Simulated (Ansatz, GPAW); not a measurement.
Given: the input of a run of Ansatz 0.2.0 on ZrS2. The cell is a database's computed one, not the measured one.

File input.yaml:

```yaml
crystal:
  lattice:
    - [3.6913825498, 0.0, 0.0]
    - [-1.8456912749, 3.1968310632, 0.0]
    - [0.0, 0.0, 6.04107701]
  atoms:
    - { symbol: Zr, position: [0.0, 0.0, 0.0] }
    - { symbol: S, position: [0.3333333333, 0.6666666667, 0.23790997] }
    - { symbol: S, position: [0.6666666667, 0.3333333333, 0.76209003] }
hamiltonian:
  xc: pbe
  pseudopotentials: { kind: paw }
kpoints:
  mp_grid: { grid: [8, 8, 5] }
scf:
  occupations: { method: gaussian, width: 0.02 }
output:
  forces: true
  stress: true
  eigenvalues: true
```

Potentials or basis: Ansatz PAW.

Run with:

```bash
$ ansatz run input.yaml --threads 2 --pin off --max-ram 5632MiB --backend cpu --events-out ev --progress --plain --runs-dir out
```

Translate it to GPAW 26.7.0 (ASE script). Potentials or basis there: GPAW PAW data sets (gpaw-data 1.2.1), cutoff 600 eV.

As run (cutoffs and basis follow the program's own potentials, and thresholds, step limits or extra output files can differ):

The input run.py:

```python
from ase.dft.bandgap import bandgap
from ase.io import read, write
from ase.units import GPa
from gpaw import GPAW, PW

atoms = read('ZrS2.xyz')

calc = GPAW(mode=PW(600),
            xc='PBE',
            kpts={'size': (8, 8, 5), 'gamma': True},
            occupations={'name': 'methfessel-paxton', 'order': 0, 'width': 0.02},
            nbands=24,
            convergence={'density': 1e-05, 'energy': 1e-05},
            maxiter=150,
            txt='gpaw.txt')
atoms.calc = calc
energy = atoms.get_potential_energy()
forces = atoms.get_forces()
stress = atoms.get_stress()
calc.write('gs.gpw')
write('result.traj', atoms)
print(f'Energy: {energy:.6f} eV')
print('Forces (eV/A):')
print(forces.round(4))
print('Stress (GPa):', (stress / GPa).round(3))
print('Fermi level:', round(calc.get_fermi_level(), 4), 'eV')
print(f'Gap: {bandgap(calc)[0]:.4f} eV, direct: {bandgap(calc, direct=True)[0]:.4f} eV')
```

The input ZrS2.xyz:

```xyz
3
Lattice="3.6913825498 0.0000000000 0.0000000000 -1.8456912749 3.1968310632 0.0000000000 0.0000000000 0.0000000000 6.0410770100" Properties=species:S:1:pos:R:3 pbc="T T T"
Zr     0.0000000000      0.0000000000      0.0000000000
S     -0.0000000002      2.1312207089      1.4372324502
S      1.8456912751      1.0656103543      4.6038445598
```

Potentials or basis: GPAW PAW data sets (gpaw-data 1.2.1), pw.

Launch:

```sh
$ OMP_NUM_THREADS=1 python run.py
```

Both were run:

|  | Ansatz | GPAW |
| --- | --- | --- |
| Pressure | 0.5 GPa | 0.2 GPa |

Ansatz's pressure holds a Pulay term of +0.02 GPa for its cutoff of 420 eV, which the other run lacks.

Where Ansatz's input types no cutoff or centring, it takes its own default and a Γ-centred mesh.

Pressure is positive in compression.
